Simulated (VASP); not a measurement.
# Li (Im-3m) in VASP: single point with r2SCAN

Aim: the single point of Li with r2SCAN.

All numbers are computed with VASP 6.6.1; they aren't measurements. Logs are shortened: lines on timing, memory, paths and dates and some standing lists are left out, and cuts for length are marked.

**1. Starting point**

The structure is cubic, space group Im-3m (No. 229). Conventional cell: a = 3.477 Å, b = 3.477 Å, c = 3.477 Å, α = 90.00°, β = 90.00°, γ = 90.00°. Li (site symmetry m-3m) is surrounded by 8 Li at 3.01 Å.

The cell was built by a generator and needn't be a form met in nature.

**2. Single point, r2SCAN**

File POSCAR:

```
Li
1.0
    3.4767387858      0.0000000000      0.0000000000
    0.0000000000      3.4767387858      0.0000000000
    0.0000000000      0.0000000000      3.4767387858
Li
2
Direct
    0.0000000000      0.0000000000      0.0000000000
    0.5000000000      0.5000000000      0.5000000000
```

File INCAR.step1:

```
SYSTEM = Li
PREC     = Accurate       ! precision mode
ENCUT    = 520            ! plane-wave cutoff, eV
ISMEAR   = 1              ! smearing method
SIGMA    = 0.1            ! smearing width, eV
LREAL    = .False.        ! projectors in reciprocal space
LASPH    = .True.         ! aspherical terms in the spheres
NELM     = 100            ! most SCF steps
NBANDS   = 10             ! bands
GGA      = PE             ! functional
ALGO     = Normal         ! electronic algorithm
EDIFF    = 1E-4           ! SCF threshold, eV
LWAVE    = .True.         ! write WAVECAR
LCHARG   = .False.        ! write CHGCAR
```

File INCAR.step2:

```
SYSTEM = Li
PREC     = Accurate       ! precision mode
ENCUT    = 520            ! plane-wave cutoff, eV
EDIFF    = 1E-7           ! SCF threshold, eV
ISMEAR   = 1              ! smearing method
SIGMA    = 0.1            ! smearing width, eV
LREAL    = .False.        ! projectors in reciprocal space
LASPH    = .True.         ! aspherical terms in the spheres
NELM     = 100            ! most SCF steps
ALGO     = Normal         ! electronic algorithm
ISIF     = 2              ! what is computed and relaxed
LWAVE    = .False.        ! write WAVECAR
LCHARG   = .True.         ! write CHGCAR
METAGGA  = R2SCAN         ! meta-GGA
LMIXTAU  = .True.       
LELF     = .True.         ! ELF
LVHAR    = .True.       
NBANDS   = 10             ! bands
ISTART   = 1
```

File KPOINTS:

```
Automatic mesh
0
Gamma
  20 20 20
  0 0 0
```

Potentials or basis: VASP PAW PBE potentials, release 64 (Li_sv).

On the command line:

```bash
$ cat potpaw_PBE.64/Li_sv/POTCAR > POTCAR
$ cp INCAR.step1 INCAR
$ mpirun -np 1 vasp_std > vasp.out
$ cp INCAR.step2 INCAR
$ mpirun -np 1 vasp_std > vasp.out
```

OUTCAR:

```text
SYSTEM = Li
   PREC = Accurate
   ENCUT = 520
   EDIFF = 1E-7
   ISMEAR = 1
   LREAL = .False.
   LASPH = .True.
   NELM = 100
   ISIF = 2
   METAGGA = R2SCAN
   ISTART = 1

 ion  position               nearest neighbor table
   1  0.000  0.000  0.000-
   2  0.500  0.500  0.500-

  LATTYP: Found a simple cubic cell.
 ALAT       =     3.4767387858

  Lattice vectors:

 A1 = (   3.4767387858,   0.0000000000,   0.0000000000)
 A2 = (   0.0000000000,   3.4767387858,   0.0000000000)
 A3 = (   0.0000000000,   0.0000000000,   3.4767387858)

Analysis of symmetry for initial positions (statically):
=====================================================================
 Subroutine PRICEL returns following result:

  LATTYP: Found a body centered cubic cell.
 ALAT       =     3.4767387858

  Lattice vectors:

 A1 = (   1.7383693929,   1.7383693929,  -1.7383693929)
 A2 = (  -1.7383693929,   1.7383693929,   1.7383693929)
 A3 = (   1.7383693929,  -1.7383693929,   1.7383693929)

   2 primitive cells build up your supercell.

 Routine SETGRP: Setting up the symmetry group for a
 simple cubic supercell.

 Subroutine GETGRP returns: Found 48 space group operations
 (whereof 48 operations were pure point group operations)
 out of a pool of 48 trial point group operations.

The static configuration has the point symmetry O_h .

Analysis of symmetry for dynamics (positions and initial velocities):
=====================================================================
 Subroutine PRICEL returns following result:

  LATTYP: Found a body centered cubic cell.
 ALAT       =     3.4767387858

  Lattice vectors:

 A1 = (   1.7383693929,   1.7383693929,  -1.7383693929)
 A2 = (  -1.7383693929,   1.7383693929,   1.7383693929)
 A3 = (   1.7383693929,  -1.7383693929,   1.7383693929)

   2 primitive cells build up your supercell.

 Routine SETGRP: Setting up the symmetry group for a
 simple cubic supercell.

 Subroutine GETGRP returns: Found 48 space group operations
 (whereof 48 operations were pure point group operations)
 out of a pool of 48 trial point group operations.

The dynamic configuration has the point symmetry O_h .

 Subroutine INISYM returns: Found 48 space group operations
 (whereof 48 operations are pure point group operations),
 and found     2 'primitive' translations

----------------------------------------------------------------------------------------

                                     Primitive cell

  volume of cell :      21.0129

  direct lattice vectors                    reciprocal lattice vectors
     1.738369393  1.738369393 -1.738369393     0.287625865  0.287625865  0.000000000
    -1.738369393  1.738369393  1.738369393    -0.000000000  0.287625865  0.287625865
     1.738369393 -1.738369393  1.738369393     0.287625865  0.000000000  0.287625865

  length of vectors
     3.010944111  3.010944111  3.010944111     0.406764399  0.406764399  0.406764399

  position of ions in fractional coordinates (direct lattice)
     0.000000000  0.000000000  0.000000000

  ion indices of the primitive-cell ions
   primitive index   ion index
                 1           1

----------------------------------------------------------------------------------------

 KPOINTS: Automatic mesh

Automatic generation of k-mesh.
 Grid dimensions read from file:
 generate k-points for:   20   20   20

 Generating k-lattice:

  Cartesian coordinates                     Fractional coordinates (reciprocal lattice)
     0.014381293  0.000000000  0.000000000     0.050000000  0.000000000  0.000000000
     0.000000000  0.014381293  0.000000000     0.000000000  0.050000000  0.000000000
     0.000000000  0.000000000  0.014381293     0.000000000  0.000000000  0.050000000

  Length of vectors
     0.014381293  0.014381293  0.014381293

  Shift w.r.t. Gamma in fractional coordinates (k-lattice)
     0.000000000  0.000000000  0.000000000

 Subroutine IBZKPT returns following result:
 ===========================================

 Found    286 irreducible k-points:

 Following reciprocal coordinates:
            Coordinates               Weight
  0.000000  0.000000  0.000000      1.000000
  0.050000  0.000000  0.000000      6.000000
  0.100000  0.000000  0.000000      6.000000
  0.150000  0.000000  0.000000      6.000000
  0.200000  0.000000  0.000000      6.000000
  0.250000  0.000000  0.000000      6.000000
[... 16 lines left out ...]
  0.150000  0.100000  0.000000     24.000000
  0.200000  0.100000  0.000000     24.000000
 [... further k-points ...]
   k-points           NKPTS =    286   k-points in BZ     NKDIM =    286   number of bands    NBANDS=     10
   number of dos      NEDOS =    301   number of ions     NIONS =      2
   total plane-waves  NPLWV =  21952
   dimension x,y,z NGX =    28 NGY =   28 NGZ =   28
   dimension x,y,z NGXF=    56 NGYF=   56 NGZF=   56
   ions per type =               2
   NGX,Y,Z   is equivalent  to a cutoff of  13.39, 13.39, 13.39 a.u.
   NGXF,Y,Z  is equivalent  to a cutoff of  26.78, 26.78, 26.78 a.u.
 SYSTEM =  Li
   PREC   = accura    normal or accurate (medium, high low for compatibility)
   ISTART =      1    job   : 0-new  1-cont  2-samecut
   ICHARG =      0    charge: 1-file 2-atom 10-const
   ISPIN  =      1    spin polarized calculation?
   LNONCOLLINEAR =      F non collinear calculations
   LSORBIT =      F    spin-orbit coupling
   LASPH  =      T    aspherical Exc in radial PAW
   ENCUT  =  520.0 eV  38.22 Ry    6.18 a.u.   6.46  6.46  6.46*2*pi/ulx,y,z
   NELM   =    100;   NELMIN=  2; NELMDL=  0     # of ELM steps
   EDIFF  = 0.1E-06   stopping-criterion for ELM
   LREAL  =      F    real-space projection
   EDIFFG = 0.1E-05   stopping-criterion for IOM
   NSW    =      0    number of steps for IOM
   IBRION =     -1    ionic relax: 0-MD 1-quasi-New 2-CG
   NFREE  =      0    steps in history (QN), initial steepest desc. (CG)
   ISIF   =      2    stress and relaxation
   ISYM   =      2    0-nonsym 1-usesym 2-fastsym
   POTIM  = 0.5000    time-step for ionic-motion
   TEBEG  =    0.0;   TEEND  =   0.0 temperature during run
   PSTRESS=    0.0 pullay stress
   NELECT =       6.0000    total number of electrons
   NUPDOWN=      -1.0000    fix difference up-down
   EMIN   =  10.00;   EMAX   =-10.00  energy-range for DOS
   EFERMI =   0.00;   METHOD = LEGACY
   ISMEAR =     1;   SIGMA  =   0.10  broadening in eV -4-tet -1-fermi 0-gaus
   EFERMI_NEDOS =   21; number of points for ismear=-14 and -15
   IALGO  =     38    algorithm
   IMIX   =      4    mixing-type and parameters
     AMIX     =   0.40;   BMIX     =  1.00
     AMIX_MAG =   1.60;   BMIX_MAG =  1.00
  volume/ion in A,a.u.               =      21.01       141.80
  Fermi-wavevector in a.u.,A,eV,Ry     =   0.855631  1.616908  9.960886  0.732104
  Thomas-Fermi vector in A             =   1.972410
   LORBIT       =      0    0 simple, 1 ext, 2 COOP (PROOUT), +10 PAW based schemes
   METAGGA = R2SCAN    functional components
   LHFCALC =     F    Hartree Fock is set to
   AEXX    =    0.0000 exact exchange contribution
   IVDW    =     0    specifies the selected vdW correction
   LEPSILON=     F    determine dielectric tensor
   LRPA    =     F    only Hartree local field effects (RPA)
 non-spin polarized calculation
 Methfessel and Paxton  Order N= 1 SIGMA  =   0.10
  energy-cutoff  :      520.00
  volume of cell :       42.03
 maximum number of plane-waves:      1157
 NGX is ok and might be reduce to    28
   NGX = 13   NGY = 13   NGZ = 13

 number of electron       6.0000017 magnetization

 Free energy of the ion-electron system (eV)
  ---------------------------------------------------
  ext. energy  EPLUGINS =         0.00000000
  ---------------------------------------------------
  free energy    TOTEN  =        -4.76356550 eV

  energy without entropy =       -4.76313491  energy(sigma->0) =       -4.76342197

 E-fermi :   0.5617     XC(G=0):  -7.3556

 val. band max:        0.5564174789   @ k =   0.4000   0.4000   0.2500
 cond. band min:       0.5734424750   @ k =   0.5000   0.4000   0.0000
 fundamental gap:      0.0170249961
 Fermi energy:         0.5617135719

 k-point     1 :       0.0000    0.0000    0.0000
  band No.  band energies     occupation
      1     -47.6042      2.00000
      2     -47.5746      2.00000
      3      -3.2795      2.00000
      4       6.4772      0.00000
      5       6.4772      0.00000
      6       6.4772      0.00000
      7       8.5834      0.00000
      8       8.5834      0.00000
      9      15.0877      0.00000
     10      16.4539      0.00000

 k-point     2 :       0.0500    0.0000    0.0000
  band No.  band energies     occupation
      1     -47.6041      2.00000
      2     -47.5747      2.00000
      3      -3.2545      2.00000
      4       6.0346      0.00000
      5       6.5095      0.00000
      6       6.5095      0.00000
      7       8.6169      0.00000
      8       9.0706      0.00000
      9      15.0983      0.00000
     10      16.2819      0.00000

 k-point     3 :       0.1000    0.0000    0.0000
  band No.  band energies     occupation
      1     -47.6034      2.00000
      2     -47.5750      2.00000
      3      -3.1783      2.00000
      4       5.1993      0.00000
      5       6.6068      0.00000
      6       6.6068      0.00000
      7       8.7176      0.00000
      8      10.0328      0.00000
      9      15.1626      0.00000
     10      15.8016      0.00000
[... 248 lines left out ...]
 k-point    23 :       0.1500    0.1000    0.0000
  band No.  band energies     occupation
      1     -47.6016      2.00000
      2     -47.5762      2.00000
      3      -2.9495      2.00000
      4       4.2649      0.00000
      5       5.7775      0.00000
      6       6.8970      0.00000
      7       9.9204      0.00000
      8      11.5536      0.00000
      9      14.0638      0.00000
     10      14.9500      0.00000

 k-point    24 :       0.2000    0.1000    0.0000
  band No.  band energies     occupation
      1     -47.6003      2.00000
      2     -47.5771      2.00000
      3      -2.7711      2.00000
      4       3.4650      0.00000
      5       5.9512      0.00000
      6       7.1224      0.00000
      7      10.1992      0.00000
      8      12.5373      0.00000
      9      13.2059      0.00000
     10      14.2706      0.00000

 [... further k-points ...]

------------------------ aborting loop because EDIFF is reached ----------------------------------------

  FORCE on cell =-STRESS in cart. coord.  units (eV):
  Direction    XX          YY          ZZ          XY          YZ          ZX
  --------------------------------------------------------------------------------------
  -------------------------------------------------------------------------------------
  Total       -0.0275595     -0.0275595     -0.0275595     -0.0000000     -0.0000000      0.0000000
  in kB       -1.0506704     -1.0506704     -1.0506704     -0.0000000     -0.0000000      0.0000000
  external PRESSURE =      -1.0506704 kB  Pullay stress =       0.0000000 kB

 VOLUME and BASIS-vectors are now :
 -----------------------------------------------------------------------------
  energy-cutoff  :      520.00
  volume of cell :       42.03
      direct lattice vectors                 reciprocal lattice vectors
     3.476738786  0.000000000  0.000000000     0.287625865  0.000000000  0.000000000
     0.000000000  3.476738786  0.000000000     0.000000000  0.287625865  0.000000000
     0.000000000  0.000000000  3.476738786     0.000000000  0.000000000  0.287625865

 POSITION                                       TOTAL-FORCE (eV/Angst)
 -----------------------------------------------------------------------------------
      0.00000      0.00000      0.00000         0.000000      0.000000      0.000000
      1.73837      1.73837      1.73837        -0.000000     -0.000000     -0.000000
 -----------------------------------------------------------------------------------
    total drift:                                0.000000      0.000000      0.000000

  FREE ENERGIE OF THE ION-ELECTRON SYSTEM (eV)
  ---------------------------------------------------
  free  energy   TOTEN  =        -4.7635655038 eV

  energy  without entropy=       -4.7631349138  energy(sigma->0) =       -4.76342197
```

Wall time 5.2 min (1 thread of Intel Xeon Platinum 8559C (Emerald Rapids), shared host); peak memory 0.21 GiB.

Results:

```yaml
Free_energy: -4.7636 eV
Band_gap_on_the_k_mesh: none (metal or under the smearing width)
```

Levels at points of the mesh, in eV from the Fermi level:
| k point | band 1 | band 2 | band 3 | band 4 | band 5 | band 6 | band 7 | band 8 |
| --- | --- | --- | --- | --- | --- | --- | --- | --- |
| (0.00, 0.00, 0.00) | -48.17 | -48.14 | -3.84 | 5.92 | 5.92 | 5.92 | 8.02 | 8.02 |
| (0.50, 0.00, 0.00) | -48.15 | -48.15 | -1.26 | -1.26 | 9.11 | 9.11 | 9.11 | 9.11 |
| (0.50, 0.50, 0.00) | -48.15 | -48.15 | 0.26 | 0.26 | 3.37 | 3.37 | 11.18 | 11.18 |
| (0.50, 0.50, 0.50) | -48.15 | -48.15 | 3.56 | 3.56 | 3.56 | 3.56 | 3.56 | 3.56 |

Caveat: the cutoff is under 1.25 times the usual one of these potentials, so pressure, stress and relaxed cells hold a basis-set (Pulay) error; the PAW data sets were made with another functional, which shifts forces and pressure a little.
